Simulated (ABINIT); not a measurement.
Nb: equation of state with PBE

**The experiment to reproduce.**

From “Pressure effects on the electronic structure and superconductivity of (TaNb)0.67(HfZrTi)0.33 high entropy alloy”, 2019, arxiv:1910.08312, for a bulk crystal of Nb: bulk modulus 169 GPa.

Nb:

```
Nb
1.0
    -1.66395    1.66395    1.66395
     1.66395   -1.66395    1.66395
     1.66395    1.66395   -1.66395
Nb
1
Direct
  0.00000 0.00000 0.00000
```

- Program: ABINIT 10.8.3 (patched build)
- Task: equation of state
- Functional: PBE
- Potentials or basis: JTH PAW PBE v2.0
- Cutoff: 435 eV
- k mesh: 11 × 11 × 11
- Occupations: fermi-dirac, width 0.05 eV
- Spin: no spin polarisation

| Property | Result |
| --- | --- |
| Equilibrium volume | 18.21 Å³/atom |
| Bulk modulus | 171 GPa |
| Pressure derivative of the bulk modulus | 3.2 |

Energy against volume, from the lowest point:
| volume (Å³/atom) | energy (meV/atom) |
| --- | --- |
| 17.322 | 24.06 |
| 17.691 | 7.52 |
| 18.060 | 0.00 |
| 18.428 | 0.71 |
| 18.797 | 9.03 |
| 19.165 | 24.38 |
| 19.534 | 46.04 |

It took 37 s on 1 thread of Arm Neoverse V1 (shared host), peak memory 0.12 GiB.

Measured bulk modulus of Nb: 169 GPa (quoted in “Pressure effects on the electronic structure and superconductivity of (TaNb)0.67(HfZrTi)0.33 high entropy alloy”, 2019, arxiv:1910.08312). This calculation gives 171 GPa (+1.4 %). The fit is for a static lattice scaled at fixed shape and fixed fractional positions.

Caveat: pressures at fixed basis lie under the slope of the energies.
